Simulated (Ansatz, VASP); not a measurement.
This is a calculation of As for VASP 6.6.1.

INCAR

```
SYSTEM = As
ALGO = Normal
EDIFF = 1E-7
ENCUT = 520
GGA = PS
ISIF = 2
ISMEAR = -1
LASPH = .TRUE.
LCHARG = .FALSE.
LREAL = .FALSE.
LWAVE = .FALSE.
NBANDS = 8
NELM = 80
PREC = Accurate
SIGMA = 0.05
```

Contents of KPOINTS:

```
k-points
0
G
  10 10 10
  0 0 0
```

File POSCAR:

```
As
1.0
    2.7100410000     -0.0173790000     -0.0118580000
   -0.0173790000      2.7297000000      0.0332640000
   -0.0118580000      0.0332640000      2.6721930000
As
1
Direct
    0.4843510000      0.5055250000      0.4963750000
```

Potentials or basis: VASP PAW PBE potentials, release 64 (As).

Launch:

```console
$ cat potpaw_PBE.64/As/POTCAR > POTCAR
$ mpirun -np 1 vasp_std > vasp.out
```

Task: Set up the same calculation for Ansatz 0.2.0. Potentials there: all-electron LAPW, scalar-relativistic.

Result: As run (the cutoff follows the program's own potentials):

File input.yaml:

```yaml
crystal:
  lattice:
    - [2.710041, -0.017379, -0.011858]
    - [-0.017379, 2.7297, 0.033264]
    - [-0.011858, 0.033264, 2.672193]
  atoms:
    - { symbol: As, position: [0.484351, 0.505525, 0.496375] }
kpoints:
  mp_grid: { grid: [10, 10, 10] }
scf:
  occupations: { method: fermi_dirac, width: 0.05 }
hamiltonian:
  xc: pbesol
  pseudopotentials: { kind: all_electron, lapw: { basis_error: 0.001 } }
output:
  forces: true
  stress: true
  eigenvalues: true
  populations: true
```

Potentials or basis: all-electron LAPW, scalar-relativistic.

Command:

```sh
$ ansatz run input.yaml --threads 1 --pin off --max-ram 3072MiB --backend cpu --events-out ev --progress --plain --runs-dir out
```

Both were run:

|  | VASP | Ansatz | Ansatz less VASP |
| --- | --- | --- | --- |
| gap on the k mesh at the Fermi level (eV) | none | none | - |
| pressure (GPa) | -1.2 | -1.5 | -0.29 |
| largest component of the traceless stress (GPa) | 2.10 | 2.06 | -0.036 |

A gap of «none» marks a metal or a gap that the smearing closes. Ansatz ran all-electron here, so the differences hold the error of VASP's frozen core and of both bases.

Caveats: the PAW data sets were made with another functional, which shifts forces and pressure a little (VASP).
